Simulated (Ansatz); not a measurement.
InSb, DFT, LDA, PAW with Ansatz's default frozen-core files, scalar-relativistic (Ansatz 0.2.0), run on 1 thread of Arm Neoverse V2 on a shared host.

The cell comes from COD entry 1525500, which wasn't checked; take it as a given geometry. The listed cell was then made from it by scaling, straining or moving an atom.

Command: `ansatz run input.yaml --threads 1 --pin off --max-ram 6144MiB --backend cpu --events-out ev --progress --plain --runs-dir out`

```yaml
crystal:
  lattice:
    - [5.24986, 0.0, 0.0]
    - [0.0, 5.59776, 0.0]
    - [0.0, 0.0, 3.063]
  atoms:
    - { symbol: In, position: [0.0, 0.0, 0.0] }
    - { symbol: In, position: [0.5, 0.5, 0.0] }
    - { symbol: Sb, position: [0.5, 0.0, 0.835] }
    - { symbol: Sb, position: [0.0, 0.5, 0.165] }
kpoints:
  mp_grid: { grid: [6, 6, 11] }
scf:
  occupations: { method: fermi_dirac, width: 0.08 }
hamiltonian:
  xc: lda
  pseudopotentials: { kind: paw }
output:
  forces: true
  stress: true
  eigenvalues: true
  efg: { contact_densities: true }
```

(1) How large is the problem that the program sets up?

(2) About how long does it take, and how much memory does it use?

(3) And the same cell and mesh by crystal-made all-electron datasets, asked for forces, stress, eigenvalues, efg, on the same hardware?

Results:

(1) 96 irreducible k-points, 1749 plane waves at Γ, 34 bands.

(2) 17 s of wall time for 7 SCF iterations, with a peak of 0.53 GiB. Times on shared machines scatter by tens of per cent.

(3) 46 s, peak memory 1.1 GiB.
